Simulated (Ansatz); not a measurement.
Runs of Ansatz 0.2.0 on Ni3Ge. It takes space group Pm-3m (No. 221, cubic). The conventional cell has a = 3.530 Å, b = 3.530 Å, c = 3.530 Å, α = 90.00°, β = 90.00°, γ = 90.00°. Ge (site symmetry m-3m) has 12 Ni at 2.50 Å as nearest neighbours. Ni (site symmetry 4/mmm) is surrounded by 4 Ge at 2.50 Å and 8 Ni at 2.50 Å. The cell comes from a database or a generator and needn't be the stable form of this composition.

| task | level | spin | U | cutoff (eV) | basis error allowed | gap on the mesh (eV) | pressure (GPa) | moment (μB) |
| --- | --- | --- | --- | --- | --- | --- | --- | --- |
| band structure | PBEsol | collinear, ferromagnetic start | - | 285 | 0.002 eV/atom | - | -0.9 | 0.00 |
| single point | PBEsol | off | - | 285 | 0.002 eV/atom | none | -0.9 | - |
| density of states | PBEsol+U | collinear, ferromagnetic start | Ni d U = 4 eV | 285 | 0.002 eV/atom | none | -1.9 | 0.00 |
| band structure | LDA | collinear, ferromagnetic start | - | 285 | 0.002 eV/atom | - | (a) | 0.00 |
| density of states | PBEsol+U | collinear, ferromagnetic start | Ni d U = 6 eV | 285 | 0.002 eV/atom | none | -1.9 | 0.00 |
| single point | PBEsol | collinear, ferromagnetic start | - | 308 | 0.001 eV/atom | none | -0.9 | 0.00 |
| density of states | PBEsol+U | collinear, ferromagnetic start | Ni d U = 2 eV | 285 | 0.002 eV/atom | none | -1.6 | 0.00 |

Alike in all rows: potentials or basis all-electron LAPW, scalar-relativistic; cell as given; k mesh 8 × 8 × 8; smearing fermi-dirac 0.05 eV.

Problem. Estimate the missing entries.

Solution. (a) -7.8.

Caveats: the magnetic state may not be the lowest (some runs); U is the effective U less J, on atomic orbitals that reach past the spheres (some runs); the U is typed as a test and isn't derived for this compound (some runs).

A k mesh can miss the band edges, and the runs leave out spin-orbit coupling on Ge.

A gap of «none» marks a metal or a gap under the smearing width.

Not every run made on this cell is shown here.
